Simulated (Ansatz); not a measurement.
Input and output of a one-shot G0W0 calculation on BN, h-MgO type (no longer in that coordination) (the plane-wave code Ansatz, G0W0@PBE with 60 empty bands, a screening cutoff of 80 eV and a 6×6×2 mesh). The geometry is the r2SCAN minimum.

input.yaml:
```yaml
crystal:
  lattice:
    - [2.500838106, 0.0, 0.0]
    - [-1.250419053, 2.1657893305, 0.0]
    - [0.0, 0.0, 6.8931301039]
  atoms:
    - { symbol: B, position: [0.3333333333, 0.6666666667, 0.25] }
    - { symbol: B, position: [0.6666666667, 0.3333333333, 0.75] }
    - { symbol: "N", position: [0.6666666667, 0.3333333333, 0.25] }
    - { symbol: "N", position: [0.3333333333, 0.6666666667, 0.75] }
kpoints:
  mp_grid: { grid: [6, 6, 2] }
hamiltonian:
  xc: pbe
scf:
  occupations: { method: fixed }
gw:
  n_empty_bands: 60
  ecut_chi: 80
  qp_bands: [v2, c2]
  qp_kpoints: band_edges
  screening: { model: contour_deformation }
```

Command: `ansatz run input.yaml --threads 2 --pin off --max-ram 3686MiB --backend cpu --events-out ev --progress --plain --runs-dir out`. Wall time 5.5 s on 2 threads of Arm Neoverse V1 (shared host), load about 0.4 per core; peak host memory 0.27 GiB.

Output, abridged:
```
Functional definition: PBE
Crystal: 4 atoms, lattice volume = 37.335 Å³
Basis set: ecut = 420 eV, 713 PW (Γ)
Bands: 12, of which v1, the nominal top of the filled ones, is band 8 counted from 1 (7 counted from 0)
Symmetry: 24 space group operations
Space group: P63/mmc (ITA 194)
k-points: 14 of 72
preconditioner: auto → none  [insulator: Δε(μ)=4.334 eV  ℏωp=24.3 eV]
SCF converged after 6 iterations
Free energy (F): -1084.824293 eV
Fermi energy:    4.383934 eV
--- G₀W₀: contour deformation, 5 samples at zero and on the imaginary axis and 1 off it, 72 q-points, 60 empty bands' worth ---
    ik  band        ε_KS         Σx   Σc(E_QP)       V_xc       Z   E_QP_lin       E_QP  E_QP is
     0     7      3.0834   -23.6932     3.8052   -19.2242  0.7967     2.4148     2.4196  root
     0     8      3.0834   -23.6932     3.8052   -19.2242  0.7967     2.4148     2.4196  root
     0     9      9.4308    -4.5764    -3.7894    -8.6628  0.8415     9.7286     9.7278  root
     0    10     14.2685    -7.3217    -4.9305   -13.4786  0.7790    15.5383    15.4948  root
     1     7      3.0703   -23.6827     3.8080   -19.2081  0.7966     2.3989     2.4037  root
     1     8      3.0703   -23.6827     3.8080   -19.2081  0.7966     2.3989     2.4037  root
     1     9     11.5957    -5.8655    -4.1281   -10.6668  0.8213    12.2742    12.2689  root
     1    10     11.5957    -5.8655    -4.1281   -10.6668  0.8213    12.2742    12.2689  root
     2     7      2.1615   -23.4751     3.9792   -18.7433  0.7905     1.4020     1.4088  root
     2     8      2.1948   -23.5079     3.9726   -18.7914  0.7907     1.4443     1.4509  root
     2     9     10.3324    -4.5026    -3.8559    -8.7045  0.8384    10.6795    10.6783  root
     2    10     13.9392    -8.0169    -5.0423   -14.4219  0.7620    15.3375    15.3019  root
     3     7      2.1781   -23.4915     3.9760   -18.7671  0.7906     1.4230     1.4297  root
     3     8      2.1781   -23.4915     3.9760   -18.7671  0.7906     1.4230     1.4297  root
     3     9     12.2093    -6.1355    -4.2033   -11.1254  0.8145    13.0040    12.9960  root
     3    10     12.2093    -6.1355    -4.2033   -11.1254  0.8145    13.0040    12.9960  root
     6     7      3.0465   -19.3211     3.0616   -15.4409  0.7824     2.2190     2.2279  root
     6     8      3.8666   -20.5657     3.0495   -16.8714  0.7850     3.2171     3.2219  root
     6     9      8.7286    -5.7591    -4.1304   -10.7668  0.8215     9.6135     9.6059  root
     6    10      9.8890    -7.3949    -4.3364   -12.9291  0.8053    11.1041    11.0868  root
     7     7      3.4663   -19.9407     3.0474   -16.1603  0.7840     2.7267     2.7334  root
     7     8      3.4663   -19.9407     3.0474   -16.1603  0.7840     2.7267     2.7334  root
     7     9      9.1459    -6.3625    -4.1472   -11.4835  0.8168    10.1295    10.1196  root
     7    10      9.1459    -6.3625    -4.1472   -11.4835  0.8168    10.1295    10.1196  root
    10     7      2.8010   -18.8822     3.0321   -14.9939  0.7814     1.9345     1.9448  root
    10     8      3.8152   -20.4145     2.9873   -16.7893  0.7848     3.1726     3.1773  root
    10     9      9.6251    -6.3508    -4.3633   -11.7645  0.8102    10.6883    10.6755  root
    10    10     10.3139    -7.8034    -4.4164   -13.4880  0.7989    11.6036    11.5821  root
    11     7      3.3019   -19.5765     2.9927   -15.8286  0.7837     2.5395     2.5468  root
    11     8      3.3019   -19.5765     2.9927   -15.8286  0.7837     2.5395     2.5468  root
    11     9      9.8453    -7.0055    -4.3011   -12.4236  0.8071    10.9771    10.9622  root
    11    10      9.8453    -7.0055    -4.3011   -12.4236  0.8071    10.9771    10.9622  root
    12     7      4.3328   -20.4505     2.8593   -17.0047  0.7894     3.7426     3.7463  root
    12     8      4.3328   -20.4505     2.8593   -17.0047  0.7894     3.7426     3.7463  root
    12     9      9.1964    -6.4283    -4.4088   -11.9204  0.8095    10.2928    10.2796  root
    12    10      9.1964    -6.4283    -4.4088   -11.9204  0.8095    10.2928    10.2796  root
  […]
```

The points are ik 0 = (0, 0, 0) (Γ), ik 1 = (0, 0, -1/2), ik 2 = (0, 1/6, 0), ik 3 = (0, 1/6, -1/2), ik 6 = (0, -1/2, 0), ik 7 = (0, -1/2, -1/2), ik 10 = (1/6, 1/3, 0), ik 11 = (1/6, 1/3, -1/2), ik 12 = (1/3, 1/3, 0), ik 13 = (1/3, 1/3, -1/2); band 8 is the last filled one.

Over the mesh points the PBE gap of 4.34 eV becomes a quasiparticle gap of 5.80 eV (k = (1/3, 1/3, -1/2) to k = (0, -1/2, 0)), a change of +1.46 eV. Renormalisation factors Z lie between 0.76 and 0.84. The G0W0 figures hold for the stated bands, cutoff and mesh and aren't extrapolated.

Values at 0 K without nuclear motion; spin polarisation is off, and the phase may be a hypothetical one.
